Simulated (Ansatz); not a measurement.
A plane-wave DFT run in Ansatz 0.2.0 (scalar-relativistic PAW potentials unless the input names others): input and command.

```yaml
crystal:
  lattice:
    - [2.8621655518, 0.0, 0.0]
    - [0.0, 2.8621655518, 0.0]
    - [0.0, 0.0, 3.0964332027]
  atoms:
    - { symbol: ALx, position: [0.0, 0.0, 0.0] }
    - { symbol: Ru, position: [0.5, 0.5, 0.5] }
basis:
  ecutwfc: 420
kpoints:
  mp_grid: { grid: [12, 12, 11] }
hamiltonian:
  xc: pbesol
scf:
  occupations: { method: gaussian, width: 0.1 }
  max_iter: 60
output:
  forces: true
  eigenvalues: true
  stress: true
```

```bash
ansatz run input.yaml --threads 4 --pin off --max-ram 10240MiB --backend cpu --events-out ev --progress --plain --runs-dir out
```

Q: What is wrong with this input?

A: The program refuses it, because of an unknown element (crystal.atoms[0].symbol: "Al" → "ALx"). With the sound run's settings it is accepted.

Abridged log:
```
Error: YAML parse error: error: line 7 column 17: `ALx` is not an element symbol (H … Og, case-exact)
 --> <input>:7:17
  |
5 |     - [0.0, 0.0, 3.0964332027]
6 |   atoms:
7 |     - { symbol: ALx, position: [0.0, 0.0, 0.0] }
  |                 ^ `ALx` is not an element symbol (H … Og, case-exact)
8 |     - { symbol: Ru, position: [0.5, 0.5, 0.5] }
9 | basis:
  |
```